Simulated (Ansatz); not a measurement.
Crystal: TePb.

```xyz
2
Lattice="0.0000 3.2310 3.2310 3.2310 0.0000 3.2310 3.2310 3.2310 0.0000" Properties=species:S:1:pos:R:3 pbc="T T T"
Pb    0.0000    0.0000    0.0000
Te    3.2310    3.2310    3.2310
```

Base run:

* Program: Ansatz 0.2.0
* Functional: PBEsol
* Potentials or basis: all-electron LAPW, scalar-relativistic
* Cutoff: 179 eV
* Density cutoff: 715 eV
* Basis error allowed: 0.001 eV/atom
* k mesh: 7 × 7 × 7
* Occupations: fermi-dirac, width 0.05 eV
* Spin: no spin polarisation

Its results: pressure -0.4 GPa.

Problem. The run is repeated on the same cell with these changes: functional from PBEsol to revPBE. What comes out?

Solution. Pressure 3.2 GPa.

revPBE binds less tightly than PBEsol, so the same cell stands under more pressure.

Not every run made on this cell is shown here.
